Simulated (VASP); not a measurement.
Write the native input for VASP 6.6.1 that does the following.

| Item | Value |
| --- | --- |
| Task | relaxation of cell and atoms |
| Functional | PBE |
| Potentials or basis | VASP PAW PBE potentials, release 64 (Ta_pv, C) |
| Cutoff | 520 eV |
| k mesh | 16 × 16 × 16 |
| Occupations | gaussian, width 0.1 eV |
| Spin | no spin polarisation |
| Further INCAR settings | ALGO = Normal; EDIFF = 1e-07; IBRION = 2; EDIFFG = -0.002; NSW = 80; ISIF = 3 |

The structure of TaC lies in POSCAR:

```
TaC
1.0
    0.0000000000      2.2230000000      2.2230000000
    2.2230000000      0.0000000000      2.2230000000
    2.2230000000      2.2230000000      0.0000000000
Ta C
1 1
Direct
    0.0000000000      0.0000000000      0.0000000000
    0.5000000000      0.5000000000      0.5000000000
```

The input as run:

INCAR

```
SYSTEM = TaC
PREC = Accurate
ENCUT = 520
EDIFF = 1E-7
ISMEAR = 0
SIGMA = 0.1
LREAL = .False.
LASPH = .True.
NELM = 60
ALGO = Normal
ISIF = 3
LWAVE = .False.
LCHARG = .False.
GGA = PE
IBRION = 2
NSW = 80
EDIFFG = -0.002
```

KPOINTS

```
Automatic mesh
0
Gamma
  16 16 16
  0 0 0
```

Potentials or basis: VASP PAW PBE potentials, release 64 (Ta_pv, C).

Command:

```console
$ cat potpaw_PBE.64/Ta_pv/POTCAR potpaw_PBE.64/C/POTCAR > POTCAR
$ mpirun -np 1 vasp_std > vasp.out
```

Results of the run:

* Relaxed volume: 11.23 Å³/atom
* Relaxed cell: a = 3.167 Å, b = 3.167 Å, c = 3.167 Å, α = 60.00°, β = 60.00°, γ = 60.00°
* Space group after relaxing (to 0.05 Å): Fm-3m (No. 225)
* Energy gained by relaxing: 5.5 meV/atom
* Ionic steps: 4
* Pressure after relaxing: 0.0 GPa
* Band gap on the k mesh: none (metal or under the smearing width)

It took 27 s on 1 thread of Intel(R) Xeon(R) 6975P-C (Granite Rapids), with other jobs on the host, peak memory 0.18 GiB.
